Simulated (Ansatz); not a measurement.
# Al3Ru2: dependence on the spin–orbit coupling

Method: DFT PBEsol, plane waves, PAW (Ansatz). The atoms stay where they are, in a cell that isn't relaxed at these levels; pressure is positive in compression. “Off” is scalar-relativistic.

```
Al Ru
1.0
    -1.53890    1.53890    7.14310
     1.53890   -1.53890    7.14310
     1.53890    1.53890   -7.14310
Al Ru
3 2
Cartesian
  0.0000 0.0000 0.0000
  0.0000 0.0000 11.5173
  0.0000 0.0000 2.7689
  0.0000 0.0000 8.6556
  0.0000 0.0000 5.6306
```

| Item | Value |
| --- | --- |
| plane-wave cutoff | 420 eV |
| Γ-centred k-mesh | 16×16×16 |
| occupation rule | Gaussian smearing, 0.1 eV |

```tsv
spin–orbit coupling	gap on mesh (eV)	P (GPa)	largest force (eV/Å)
off	metal	-1.0	0.032
on	metal	-1.0	0.034
```